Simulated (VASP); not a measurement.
# TiSi2 (Fddd) in VASP: notebook, part 2 of 2

VASP 6.6.1. Earlier steps stand in the parts before.

## Step 4: Relaxation of cell and atoms, BLYP+D3(BJ)

The input, INCAR:

```
AGGAC = 1.0
AGGAX = 1.0
ALDAC = 0.0
ALDAX = 1.0
ALGO = Normal
EDIFF = 1E-7
EDIFFG = -0.01
ENCUT = 600
GGA = B5
IBRION = 2
ISIF = 3
ISMEAR = -1
IVDW = 12
LASPH = T
LCHARG = F
LREAL = F
LWAVE = F
NELM = 60
NSW = 60
PREC = Accurate
SIGMA = 0.05
VDW_A1 = 0.4298
VDW_A2 = 4.2359
VDW_S6 = 1.0
VDW_S8 = 2.6996
```

The input, KPOINTS:

```
k-points
0
Gamma
  7 7 7
```

The input, POSCAR:

```
TiSi2
1.0
    0.0000000000      4.1175163063      4.2628978354
    2.3895119538      0.0000000000      4.2628978354
    2.3895119538      4.1175163063      0.0000000000
Ti Si
2 4
Direct
    0.7500000000      0.7500000000      0.7500000000
    0.5000000000      0.5000000000      0.5000000000
    0.4125656100      0.0874343900      0.4125656100
    0.0874343900      0.4125656100      0.0874343900
    0.1625656100      0.8374343900      0.1625656100
    0.8374343900      0.1625656100      0.8374343900
```

Potentials or basis: VASP PAW PBE potentials, release 64 (Ti_sv, Si).

Launch:

```bash
$ cat potpaw_PBE.64/Ti_sv/POTCAR potpaw_PBE.64/Si/POTCAR > POTCAR
$ mpirun -np 1 vasp_std > vasp.out
```

OUTCAR:

```text
EDIFF = 1E-7
   EDIFFG = -0.01
   ENCUT = 600
   GGA = B5
   IBRION = 2
   ISIF = 3
   ISMEAR = -1
   IVDW = 12
   LASPH = T
   LREAL = F
   NELM = 60
   NSW = 60
   PREC = Accurate
 IVDW          = 12

 ion  position               nearest neighbor table
   1  0.750  0.750  0.750-   6 2.55   5 2.55   6 2.55   5 2.55   3 2.74   3 2.74   4 2.74   4 2.74
                             3 2.78   4 2.78
   2  0.500  0.500  0.500-   4 2.55   3 2.55   4 2.55   3 2.55   5 2.74   5 2.74   6 2.74   6 2.74
                             5 2.78   6 2.78
   3  0.413  0.087  0.413-   6 2.52   6 2.52   2 2.55   2 2.55   4 2.68   1 2.74   1 2.74   1 2.78
                             4 2.79   4 2.79
   4  0.087  0.413  0.087-   5 2.52   5 2.52   2 2.55   2 2.55   3 2.68   1 2.74   1 2.74   1 2.78
                             3 2.79   3 2.79
   5  0.163  0.837  0.163-   4 2.52   4 2.52   1 2.55   1 2.55   6 2.68   2 2.74   2 2.74   2 2.78
                             6 2.79   6 2.79
   6  0.837  0.163  0.837-   3 2.52   3 2.52   1 2.55   1 2.55   5 2.68   2 2.74   2 2.74   2 2.78
                             5 2.79   5 2.79

  LATTYP: Found a face centered orthorhombic cell.
 ALAT       =     4.7790239076
 B/A-ratio  =     1.7231620456
 C/A-ratio  =     1.7840035613

  Lattice vectors:

 A1 = (   0.0000000000,   4.1175163063,   4.2628978354)
 A2 = (   2.3895119538,   0.0000000000,   4.2628978354)
 A3 = (   2.3895119538,   4.1175163063,   0.0000000000)

Analysis of symmetry for initial positions (statically):
=====================================================================
 Subroutine PRICEL returns:
 Original cell was already a primitive cell.

 Routine SETGRP: Setting up the symmetry group for a
 face centered orthorhombic supercell.

 Subroutine GETGRP returns: Found  8 space group operations
 (whereof  4 operations were pure point group operations)
 out of a pool of  8 trial point group operations.

The static configuration has the point symmetry D_2 .
 The point group associated with its full space group is D_2h.

Analysis of symmetry for dynamics (positions and initial velocities):
=====================================================================
 Subroutine PRICEL returns:
 Original cell was already a primitive cell.

 Routine SETGRP: Setting up the symmetry group for a
 face centered orthorhombic supercell.

 Subroutine GETGRP returns: Found  8 space group operations
 (whereof  4 operations were pure point group operations)
 out of a pool of  8 trial point group operations.

The dynamic configuration has the point symmetry D_2 .
 The point group associated with its full space group is D_2h.

 Subroutine INISYM returns: Found  8 space group operations
 (whereof  4 operations are pure point group operations),
 and found     1 'primitive' translations

----------------------------------------------------------------------------------------

                                     Primitive cell

  volume of cell :      83.8841

  direct lattice vectors                    reciprocal lattice vectors
     0.000000000  4.117516306  4.262897835    -0.209247750  0.121432427  0.117291106
     2.389511954  0.000000000  4.262897835     0.209247750 -0.121432427  0.117291106
     2.389511954  4.117516306  0.000000000     0.209247750  0.121432427 -0.117291106

  length of vectors
     5.926739280  4.886928006  4.760641544     0.268863643  0.268863643  0.268863643

  position of ions in fractional coordinates (direct lattice)
     0.750000000  0.750000000  0.750000000
     0.500000000  0.500000000  0.500000000
     0.412565610  0.087434390  0.412565610
     0.087434390  0.412565610  0.087434390
     0.162565610  0.837434390  0.162565610
     0.837434390  0.162565610  0.837434390

  ion indices of the primitive-cell ions
   primitive index   ion index
                 1           1
                 2           2
                 3           3
                 4           4
                 5           5
                 6           6

----------------------------------------------------------------------------------------

 KPOINTS: k-points

Automatic generation of k-mesh.
 Grid dimensions read from file:
 generate k-points for:    7    7    7

 Generating k-lattice:

  Cartesian coordinates                     Fractional coordinates (reciprocal lattice)
    -0.029892536  0.017347490  0.016755872     0.142857143  0.000000000  0.000000000
     0.029892536 -0.017347490  0.016755872     0.000000000  0.142857143 -0.000000000
     0.029892536  0.017347490 -0.016755872     0.000000000 -0.000000000  0.142857143

  Length of vectors
     0.038409092  0.038409092  0.038409092

  Shift w.r.t. Gamma in fractional coordinates (k-lattice)
     0.000000000  0.000000000  0.000000000

 Subroutine IBZKPT returns following result:
 ===========================================

 Found     64 irreducible k-points:

 Following reciprocal coordinates:
            Coordinates               Weight
  0.000000  0.000000  0.000000      1.000000
  0.142857  0.000000  0.000000      8.000000
  0.285714  0.000000  0.000000      8.000000
  0.428571  0.000000  0.000000      8.000000
  0.142857  0.142857  0.000000      2.000000
  0.285714  0.142857  0.000000      8.000000
[... 16 lines left out ...]
  0.000000  0.142857  0.142857      2.000000
  0.285714  0.142857  0.142857      4.000000
 [... further k-points ...]
   k-points           NKPTS =     64   k-points in BZ     NKDIM =     64   number of bands    NBANDS=     24
   number of dos      NEDOS =    301   number of ions     NIONS =      6
   total plane-waves  NPLWV =  76800
   dimension x,y,z NGX =    48 NGY =   40 NGZ =   40
   dimension x,y,z NGXF=    96 NGYF=   80 NGZF=   80
   ions per type =               2   4
   NGX,Y,Z   is equivalent  to a cutoff of  13.46, 13.61, 13.97 a.u.
   NGXF,Y,Z  is equivalent  to a cutoff of  26.93, 27.21, 27.94 a.u.
 SYSTEM =  unknown system
   PREC   = accura    normal or accurate (medium, high low for compatibility)
   ISTART =      0    job   : 0-new  1-cont  2-samecut
   ICHARG =      2    charge: 1-file 2-atom 10-const
   ISPIN  =      1    spin polarized calculation?
   LNONCOLLINEAR =      F non collinear calculations
   LSORBIT =      F    spin-orbit coupling
   LASPH  =      T    aspherical Exc in radial PAW
   ENCUT  =  600.0 eV  44.10 Ry    6.64 a.u.  11.84  9.76  9.51*2*pi/ulx,y,z
   NELM   =     60;   NELMIN=  2; NELMDL= -5     # of ELM steps
   EDIFF  = 0.1E-06   stopping-criterion for ELM
   LREAL  =      F    real-space projection
   EDIFFG = -.1E-01   stopping-criterion for IOM
   NSW    =     60    number of steps for IOM
   IBRION =      2    ionic relax: 0-MD 1-quasi-New 2-CG
   NFREE  =      1    steps in history (QN), initial steepest desc. (CG)
   ISIF   =      3    stress and relaxation
   ISYM   =      2    0-nonsym 1-usesym 2-fastsym
   POTIM  = 0.5000    time-step for ionic-motion
   TEBEG  =    0.0;   TEEND  =   0.0 temperature during run
   PSTRESS=    0.0 pullay stress
   NELECT =      40.0000    total number of electrons
   NUPDOWN=      -1.0000    fix difference up-down
   EMIN   =  10.00;   EMAX   =-10.00  energy-range for DOS
   EFERMI =   0.00;   METHOD = LEGACY
   ISMEAR =    -1;   SIGMA  =   0.05  broadening in eV -4-tet -1-fermi 0-gaus
   EFERMI_NEDOS =   21; number of points for ismear=-14 and -15
   IALGO  =     38    algorithm
   IMIX   =      4    mixing-type and parameters
     AMIX     =   0.40;   BMIX     =  1.00
     AMIX_MAG =   1.60;   BMIX_MAG =  1.00
  volume/ion in A,a.u.               =      13.98        94.35
  Fermi-wavevector in a.u.,A,eV,Ry     =   1.278994  2.416947 22.256742  1.635824
  Thomas-Fermi vector in A             =   2.411504
   LORBIT       =      0    0 simple, 1 ext, 2 COOP (PROOUT), +10 PAW based schemes
   GGA     = B5    functional components
   LHFCALC =     F    Hartree Fock is set to
   AEXX    =    0.0000 exact exchange contribution
   IVDW    =    12    specifies the selected vdW correction
   LEPSILON=     F    determine dielectric tensor
   LRPA    =     F    only Hartree local field effects (RPA)
 conjugate gradient relaxation of ions
 non-spin polarized calculation
  energy-cutoff  :      600.00
  volume of cell :       83.88
 maximum number of plane-waves:      2831
   NGX = 23   NGY = 19   NGZ = 19

--------------------------------------- Ionic step        1  -------------------------------------------

 number of electron      39.9999999 magnetization

 Free energy of the ion-electron system (eV)
  ---------------------------------------------------
  ext. energy  EPLUGINS =         0.00000000
  ---------------------------------------------------
  free energy    TOTEN  =       -33.74116757 eV

  energy without entropy =      -33.72061409  energy(sigma->0) =      -33.73089083

------------------------ aborting loop because EDIFF is reached ----------------------------------------

 Edisp (eV)   -7.36731

 E8    (eV) :    -5.4139
[... 343 lines left out ...]
--------------------------------------- Ionic step        9  -------------------------------------------

 number of electron      40.0000000 magnetization

 Free energy of the ion-electron system (eV)
  ---------------------------------------------------
  ext. energy  EPLUGINS =         0.00000000
  ---------------------------------------------------
  free energy    TOTEN  =       -33.49801933 eV

  energy without entropy =      -33.47878465  energy(sigma->0) =      -33.48840199

 E-fermi :  11.1092     XC(G=0): -11.2914

 val. band max:       11.1087610951   @ k =  -0.4286   0.1429  -0.0000
 cond. band min:      11.1096232581   @ k =  -0.2857   0.1429  -0.0000
 fundamental gap:      0.0008621630
 Fermi energy:        11.1092074385

 k-point     1 :       0.0000    0.0000    0.0000
  band No.  band energies     occupation
      1     -44.8580      2.00000
      2     -44.8235      2.00000
      3     -21.4178      2.00000
      4     -21.4126      2.00000
      5     -21.3186      2.00000
      6     -21.3019      2.00000
[... 637 lines left out ...]
     23      14.2130      0.00000
     24      14.3300      0.00000

 [... further k-points ...]

------------------------ aborting loop because EDIFF is reached ----------------------------------------

 Edisp (eV)   -7.66391

 E8    (eV) :    -5.6328
[... 29 lines left out ...]
  FREE ENERGIE OF THE ION-ELECTRON SYSTEM (eV)
  ---------------------------------------------------
  free  energy   TOTEN  =       -41.1619279936 eV

  energy  without entropy=      -41.1426933141  energy(sigma->0) =      -41.15231065

 reached required accuracy - stopping structural energy minimisation
```

It took 19 min on 1 thread of Intel Xeon Platinum 8375C at 2.90GHz (Ice Lake), shared host; peak memory 0.38 GiB.

What came out:

```yaml
Free_energy: -41.1619 eV
Relaxed_volume: 13.46 Å³/atom
Relaxed_cell: a = 5.849 Å, b = 4.831 Å, c = 4.694 Å, α = 75.76°, β = 53.17°, γ = 51.07°
Space_group_after_relaxing_to_0.05_Å: Fddd (No. 70)
Energy_gained_by_relaxing: 8.9 meV/atom
Ionic_steps: 9
Pressure_after_relaxing: 0.0 GPa
Largest_force_after_relaxing: 0.008 eV/Å
Band_gap_on_the_k_mesh: none (metal or under the smearing width)
Dispersion_energy_per_atom: -1.277 eV
```

Forces on the atoms (eV/Å):
```
Ti   0.000  0.000  0.000
Ti   0.000  0.000  0.000
Si   0.000  0.008  0.000
Si   0.000 -0.008  0.000
Si   0.000  0.008  0.000
Si   0.000 -0.008  0.000
```

The path:
| step | energy change (eV) | largest force (eV/Å) | pressure (GPa) | volume (Å³) |
| --- | --- | --- | --- | --- |
| 1 | 0.0000 | 0.0236 | -5.23 | 83.88 |
| 2 | -0.0165 | 0.0624 | 4.79 | 78.47 |
| 3 | -0.0518 | 0.0442 | -0.06 | 80.85 |
| 4 | -0.0517 | 0.0447 | 0.05 | 80.79 |
| 5 | -0.0531 | 0.0252 | 0.11 | 80.65 |
| 6 | -0.0532 | 0.0287 | 0.10 | 80.67 |
| 7 | -0.0533 | 0.0196 | -0.06 | 80.76 |
| 8 | -0.0534 | 0.0159 | -0.13 | 80.79 |
| 9 | -0.0535 | 0.0081 | -0.04 | 80.75 |

Final structure:
```
Ti Si
1.0
     0.00000    4.05682    4.21376
     2.36184    0.00000    4.21376
     2.36184    4.05682    0.00000
Ti Si
2 4
Direct
  0.75000 0.75000 0.75000
  0.50000 0.50000 0.50000
  0.41323 0.08677 0.41323
  0.08677 0.41323 0.08677
  0.16323 0.83677 0.16323
  0.83677 0.16323 0.83677
```

Levels at points of the mesh, in eV from the Fermi level:
```tsv
k point	band 17	band 18	band 19	band 20	band 21	band 22	band 23	band 24
(0.00, 0.00, 0.00)	-2.28	-2.03	-1.71	-1.25	-0.93	2.11	3.24	3.48
```

Caveat: the PAW data sets were made with another functional, which shifts forces and pressure a little; pairwise dispersion overbinds metals, which lowers pressure and volume.

## Step 5: Relaxation of cell and atoms, BLYP+D4

The input, INCAR:

```
SYSTEM = TiSi2
AGGAC    = 1.0          
AGGAX    = 1.0          
ALDAC    = 0.0          
ALDAX    = 1.0          
ALGO     = Normal         ! electronic algorithm
EDIFF    = 1E-6           ! SCF threshold, eV
EDIFFG   = -0.01          ! ionic threshold
ENCUT    = 600            ! plane-wave cutoff, eV
GGA      = B5             ! functional
IBRION   = 2              ! ionic algorithm
ISIF     = 3              ! what is computed and relaxed
ISMEAR   = -1             ! smearing method
IVDW     = 13             ! dispersion correction
LASPH    = .TRUE.         ! aspherical terms in the spheres
LCHARG   = .FALSE.        ! write CHGCAR
LREAL    = .FALSE.        ! projectors in reciprocal space
LWAVE    = .FALSE.        ! write WAVECAR
NELM     = 60             ! most SCF steps
NSW      = 60             ! ionic steps
PREC     = Accurate       ! precision mode
SIGMA    = 0.05           ! smearing width, eV
VDW_A1   = 0.44488865   
VDW_A2   = 4.0933009    
VDW_S6   = 1.0          
VDW_S8   = 2.34076671
```

The input, KPOINTS:

```
k-points
0
G
  7 7 7
  0 0 0
```

POSCAR is that of step 4.

Potentials or basis: VASP PAW PBE potentials, release 64 (Ti_sv, Si).

Launch:

```bash
$ cat potpaw_PBE.64/Ti_sv/POTCAR potpaw_PBE.64/Si/POTCAR > POTCAR
$ mpirun -np 1 vasp_std > vasp.out
```

OUTCAR:

```text
SYSTEM = TiSi2
   EDIFF = 1E-6
   EDIFFG = -0.01
   ENCUT = 600
   GGA = B5
   IBRION = 2
   ISIF = 3
   ISMEAR = -1
   IVDW = 13
   LASPH = .TRUE.
   LREAL = .FALSE.
   NELM = 60
   NSW = 60
   PREC = Accurate

 ion  position               nearest neighbor table
   1  0.750  0.750  0.750-   6 2.55   5 2.55   6 2.55   5 2.55   3 2.74   3 2.74   4 2.74   4 2.74
                             3 2.78   4 2.78
   2  0.500  0.500  0.500-   4 2.55   3 2.55   4 2.55   3 2.55   5 2.74   5 2.74   6 2.74   6 2.74
                             5 2.78   6 2.78
   3  0.413  0.087  0.413-   6 2.52   6 2.52   2 2.55   2 2.55   4 2.68   1 2.74   1 2.74   1 2.78
                             4 2.79   4 2.79
   4  0.087  0.413  0.087-   5 2.52   5 2.52   2 2.55   2 2.55   3 2.68   1 2.74   1 2.74   1 2.78
                             3 2.79   3 2.79
   5  0.163  0.837  0.163-   4 2.52   4 2.52   1 2.55   1 2.55   6 2.68   2 2.74   2 2.74   2 2.78
                             6 2.79   6 2.79
   6  0.837  0.163  0.837-   3 2.52   3 2.52   1 2.55   1 2.55   5 2.68   2 2.74   2 2.74   2 2.78
                             5 2.79   5 2.79

  LATTYP: Found a face centered orthorhombic cell.
 ALAT       =     4.7790239076
 B/A-ratio  =     1.7231620456
 C/A-ratio  =     1.7840035613

  Lattice vectors:

 A1 = (   0.0000000000,   4.1175163063,   4.2628978354)
 A2 = (   2.3895119538,   0.0000000000,   4.2628978354)
 A3 = (   2.3895119538,   4.1175163063,   0.0000000000)

Analysis of symmetry for initial positions (statically):
[... 174 lines left out ...]

 number of electron      39.9999999 magnetization

 Free energy of the ion-electron system (eV)
  ---------------------------------------------------
  ext. energy  EPLUGINS =         0.00000000
  ---------------------------------------------------
  free energy    TOTEN  =       -33.74116765 eV

  energy without entropy =      -33.72061396  energy(sigma->0) =      -33.73089080

------------------------ aborting loop because EDIFF is reached ----------------------------------------

  DFT-D4 for vdW energy calculation

  Edisp (eV):   -4.55270
[... 299 lines left out ...]
--------------------------------------- Ionic step        8  -------------------------------------------

 number of electron      39.9999999 magnetization

 Free energy of the ion-electron system (eV)
  ---------------------------------------------------
  ext. energy  EPLUGINS =         0.00000000
  ---------------------------------------------------
  free energy    TOTEN  =       -33.75779335 eV

  energy without entropy =      -33.73755826  energy(sigma->0) =      -33.74767581

 E-fermi :  10.5966     XC(G=0): -11.1046

 val. band max:       10.5956022779   @ k =   0.4286   0.0000   0.0000
 cond. band min:      10.5985808755   @ k =  -0.4286   0.1429  -0.0000
 fundamental gap:      0.0029785976
 Fermi energy:        10.5965880965

 k-point     1 :       0.0000    0.0000    0.0000
  band No.  band energies     occupation
      1     -45.4971      2.00000
      2     -45.4685      2.00000
      3     -22.0374      2.00000
      4     -22.0250      2.00000
      5     -21.9448      2.00000
      6     -21.9300      2.00000
[... 637 lines left out ...]
     23      13.5193      0.00000
     24      13.6428      0.00000

 [... further k-points ...]

------------------------ aborting loop because EDIFF is reached ----------------------------------------

  DFT-D4 for vdW energy calculation

  Edisp (eV):   -4.53784
[... 29 lines left out ...]
  FREE ENERGIE OF THE ION-ELECTRON SYSTEM (eV)
  ---------------------------------------------------
  free  energy   TOTEN  =       -38.2956361736 eV

  energy  without entropy=      -38.2754010895  energy(sigma->0) =      -38.28551863

 reached required accuracy - stopping structural energy minimisation
```

Run time: 12 min. Hardware: 1 thread of Intel Xeon Platinum 8375C at 2.90GHz (Ice Lake), shared host; peak memory 0.36 GiB.

What came out:

```
Free energy                            : -38.2956 eV
Relaxed volume                         : 14.03 Å³/atom
Relaxed cell                           : a = 5.928 Å, b = 4.886 Å, c = 4.770 Å, α = 75.74°, β = 53.02°, γ = 51.24°
Space group after relaxing (to 0.05 Å) : Fddd (No. 70)
Energy gained by relaxing              : 0.3 meV/atom
Ionic steps                            : 8
Pressure after relaxing                : 0.0 GPa
Band gap on the k mesh                 : none (metal or under the smearing width)
Dispersion energy per atom             : -0.756 eV
```

Forces on the atoms (eV/Å):
```
Ti   0.000  0.000  0.000
Ti   0.000  0.000  0.000
Si   0.000  0.003  0.000
Si   0.000 -0.003  0.000
Si   0.000  0.003  0.000
Si   0.000 -0.003  0.000
```

The path:
| step | energy change (eV) | largest force (eV/Å) | pressure (GPa) | volume (Å³) |
| --- | --- | --- | --- | --- |
| 1 | 0.0000 | 0.0477 | 0.46 | 83.88 |
| 2 | -0.0010 | 0.0378 | -0.30 | 84.38 |
| 3 | -0.0010 | 0.0392 | -0.20 | 84.30 |
| 4 | -0.0014 | 0.0297 | -0.04 | 84.23 |
| 5 | -0.0015 | 0.0263 | 0.01 | 84.21 |
| 6 | -0.0017 | 0.0115 | 0.02 | 84.18 |
| 7 | -0.0018 | 0.0016 | 0.03 | 84.16 |
| 8 | -0.0018 | 0.0030 | 0.02 | 84.17 |

Final structure:
```
CELL_PARAMETERS angstrom
0.00000 4.12409 4.25846
2.39628 0.00000 4.25846
2.39628 4.12409 0.00000
ATOMIC_POSITIONS crystal
Ti 0.75000 0.75000 0.75000
Ti 0.50000 0.50000 0.50000
Si 0.41370 0.08630 0.41370
Si 0.08630 0.41370 0.08630
Si 0.16370 0.83630 0.16370
Si 0.83630 0.16370 0.83630
```

Levels at points of the mesh, in eV from the Fermi level:
| k point | band 17 | band 18 | band 19 | band 20 | band 21 | band 22 | band 23 | band 24 |
| --- | --- | --- | --- | --- | --- | --- | --- | --- |
| (0.00, 0.00, 0.00) | -2.18 | -2.02 | -1.69 | -1.26 | -0.88 | 2.00 | 3.06 | 3.19 |

Caveat: the PAW data sets were made with another functional, which shifts forces and pressure a little; pairwise dispersion overbinds metals, which lowers pressure and volume.

## Step 6: The runs side by side

```csv
task,level,cell,k mesh,cutoff (eV),smearing,gap on the mesh (eV),pressure (GPa),relaxed volume (Å³/atom),largest force (eV/Å)
relaxation of cell and atoms,rev-vdW-DF2,relaxed,5 × 5 × 5,600,fermi-dirac 0.05 eV,none,0.0,14.10,0.01
single point,PBE,as given,7 × 7 × 7,520,gaussian 0.014 eV,none,2.0,-,0.01
relaxation of cell and atoms,BLYP+D3(BJ),relaxed,7 × 7 × 7,600,fermi-dirac 0.05 eV,none,0.0,13.46,0.01
relaxation of cell and atoms,BLYP+D4,relaxed,7 × 7 × 7,600,fermi-dirac 0.05 eV,none,0.0,14.03,-
```

Alike in all rows: potentials or basis VASP PAW PBE potentials, release 64 (Ti_sv, Si); no spin polarisation.

Caveats: the PAW data sets were made with another functional, which shifts forces and pressure a little (some runs); pairwise dispersion overbinds metals, which lowers pressure and volume (some runs).

Absolute energies hang on the potentials; compare differences alone.
